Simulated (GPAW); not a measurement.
The system is Al2Au.

```
Au Al
1.0
     0.00000    3.00000    3.00000
     3.00000    0.00000    3.00000
     3.00000    3.00000    0.00000
Au Al
1 2
Direct
  0.00000 0.00000 0.00000
  0.75000 0.75000 0.75000
  0.25000 0.25000 0.25000
```

Base run:

* Program: GPAW 26.7.0
* Functional: PBEsol
* Potentials or basis: PAW data sets generated in the run's folder for this functional
* Cutoff: 600 eV
* Basis: pw
* k mesh: 8 × 8 × 8
* Occupations: fermi-dirac, width 0.05 eV
* Spin: no spin polarisation

Its results: pressure 0.5 GPa.

Problem. The run is repeated on the same cell with these changes: functional from PBEsol to PW91. What comes out?

Solution. Pressure 3.5 GPa.

PW91 binds less tightly than PBEsol, so the same cell stands under more pressure.

Not every run made on this cell is shown here.
